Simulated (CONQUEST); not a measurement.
**Li2S under changes of volume**

One of the cells (15.344 Å³/atom); the others are scaled copies at fixed shape and fractional positions:

```xyz
6
Lattice="4.0227 0.0000 0.0000 0.0000 4.0227 0.0000 0.0000 0.0000 5.6890" Properties=species:S:1:pos:R:3 pbc="T T T"
S     0.0000    0.0000    0.0000
S     2.0114    2.0114    2.8445
Li    0.0000    2.0114    1.4223
Li    2.0114    0.0000    4.2668
Li    0.0000    2.0114    4.2668
Li    2.0114    0.0000    1.4223
```

| Property | Result |
| --- | --- |
| Program | CONQUEST 1.3 |
| Functional | PBEsol |
| Potentials or basis | PseudoDojo NC PBEsol, DZP, grid of 40 × 40 × 60 points |
| k mesh | 7 × 7 × 5 |
| Occupations | fermi-dirac, width 0.05 eV |
| Spin | no spin polarisation |

```tsv
volume (Å³/atom)	energy over the lowest point (meV/atom)	pressure (GPa)	gap on the mesh (eV)
14.423	?	?	?
14.730	5.83	2.4	3.22
15.037	2.18	1.4	3.24
15.344	0.29	0.6	3.26
15.650	0.00	-0.2	3.27
15.957	1.13	-0.9	3.29
16.264	3.56	-1.6	3.30
```

Problem. What does the run at 14.423 Å³/atom give?

Solution. Energy over the lowest point 11.40 meV/atom; pressure 3.4 GPa; gap on the mesh 3.20 eV.

Worked out: A Birch-Murnaghan fit of order 3 (a polynomial in V^(-2/3)) to the other rows has its minimum at 15.56 Å³/atom with B0 = V·E''(V) = 39 GPa and B' = 4.3. It gives 11.44 meV/atom at 14.423 Å³/atom, against the run's 11.40, and -dE/dV = 3.5 GPa, against 3.4. A straight line through the other rows of the gap, of slope 0.809 eV per unit of ln V, extrapolates to 3.21 eV, against the run's 3.20.

Energies are extrapolated to zero smearing.

Caveats: an odd mesh through Γ misses points on the zone boundary, where band edges often lie; the basis of atomic orbitals isn't converged, which shifts pressures, moduli and gaps; the real-space grid breaks the cell's symmetry a little (some runs).
